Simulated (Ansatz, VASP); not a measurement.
**One calculation of AgBr, two programs**

```
Ag Br
1.0
     0.00000    2.86600    2.86600
     2.86600    0.00000    2.86600
     2.86600    2.86600    0.00000
Ag Br
1 1
Direct
  0.00000 0.00000 0.00000
  0.50000 0.50000 0.50000
```

Alike in both runs: functional PBE; dispersion D3(BJ); k mesh 8 × 8 × 8; occupations gaussian, width 0.02 eV; no spin polarisation.

Ansatz relaxed the structure, and its values are those at the end. VASP's run is a single point on that final structure, the one shown.

|  | VASP | Ansatz |
| --- | --- | --- |
| version | VASP 6.6.1 | Ansatz 0.2.0 |
| potentials or method | VASP PAW PBE potentials, release 64 (Ag, Br) | scalar-relativistic, plane waves, PAW |
| plane-wave cutoff (eV) | 520 | 420 |
| valence electrons in the cell | 18 | 26 |

Ansatz gave:

- gap on the k mesh at the Fermi level (eV): 0.67
- least direct gap on the mesh (eV): 2.62
- pressure (GPa): 0.0

**Question.** Estimate VASP's values.

**Answer.** gap on the k mesh at the Fermi level (eV): 0.67; least direct gap on the mesh (eV): 2.62; pressure (GPa): -0.1.

The two sets of potentials don't hold the same shells in valence.

A k mesh can miss the band edges.
